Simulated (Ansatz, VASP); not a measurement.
## One calculation of BiTe, two programs

```
Bi Te
1.0
     0.00000    3.25642    3.25642
     3.25642    0.00000    3.25642
     3.25642    3.25642    0.00000
Bi Te
1 1
Direct
  0.00000 0.00000 0.00000
  0.50000 0.50000 0.50000
```

Alike in both runs: task single point; functional LDA; k mesh 7 × 7 × 7; occupations fermi-dirac, width 0.05 eV; no spin polarisation.

|  | VASP | Ansatz |
| --- | --- | --- |
| version | VASP 6.6.1 | Ansatz 0.2.0 |
| potentials or method | VASP PAW LDA potentials, release 64 (Bi_d, Te) | Ansatz PAW |
| plane-wave cutoff (eV) | 520 | 420 |
| valence electrons in the cell | 21 | 31 |

|  | VASP | Ansatz | Ansatz less VASP |
| --- | --- | --- | --- |
| gap on the k mesh at the Fermi level (eV) | none | none | - |
| pressure (GPa) | -3.4 | -3.5 | -0.05 |

A gap of «none» marks a metal or a gap that the smearing closes. The two sets of potentials don't hold the same shells in valence.

Caveats: spin-orbit coupling is left out, which moves the levels of the heavy elements; the PAW data sets come from PBE, with cores solved anew for the run's functional, which leaves a small shift of forces and pressure (Ansatz).
